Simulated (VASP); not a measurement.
**VASP inputs for SiGe (wurtzite)**

INCAR

```
ISMEAR = 0
NBANDS = 26
GGA = CA
ISIF = 2
LWAVE = .FALSE.
IBRION = -1
EDIFF = 1E-7
PREC = Accurate
SIGMA = 0.01
LREAL = .FALSE.
NELM = 120
LCHARG = .FALSE.
LASPH = .TRUE.
NSW = 0
ENCUT = 520
```

KPOINTS

```
KPOINTS created by Atomic Simulation Environment
0
Gamma
12 12 4
0 0 0
```

KPOINTS_OPT

```
special points
6
Reciprocal
0.0000000000 0.0000000000 0.0000000000 1
0.5000000000 0.0000000000 0.0000000000 1
0.3333333333 0.3333333333 0.0000000000 1
0.0000000000 0.0000000000 0.5000000000 1
0.5000000000 0.0000000000 0.5000000000 1
0.3333333333 0.3333333333 0.5000000000 1
```

POSCAR

```
Ge Si
 1.0000000000000000
     3.9064373084030137    0.0000000000000000   -0.0000000000000000
    -1.9532186542015069    3.3830739473683153    0.0000000000000000
    -0.0000000000000000    0.0000000000000000    6.4478110296505387
 Ge  Si
   2   2
Cartesian
  0.0000000000000001  2.2553826315788768  0.0025623825255206
  1.9532186542015069  1.1276913157894384  3.2264678973507914
  0.0000000000000001  2.2553826315788768  2.4153667535934313
  1.9532186542015069  1.1276913157894384  5.6392722684187024
```

VASP ran with the recommended LDA PAW datasets (36 valence electrons in the cell).

**Question.** What does this run give?

**Answer.** gap between bands v and c 0.35 eV; least direct gap 0.35 eV; pressure -2.1 GPa.

Band v is the last that the valence electrons fill when counted band by band, and c is the next. Levels in eV from the top of v:

```json
{"point": "Γ", "v−1": "0.00", "v": "0.00", "c": "0.35", "c+1": "1.36"}
{"point": "M", "v−1": "-3.00", "v": "-1.51", "c": "0.36", "c+1": "1.94"}
{"point": "K", "v−1": "-3.62", "v": "-3.36", "c": "1.00", "c+1": "4.73"}
{"point": "A", "v−1": "-0.96", "v": "-0.96", "c": "1.15", "c+1": "1.15"}
{"point": "L", "v−1": "-2.50", "v": "-2.50", "c": "0.60", "c+1": "0.60"}
{"point": "H", "v−1": "-2.08", "v": "-2.08", "c": "1.34", "c+1": "1.34"}
```
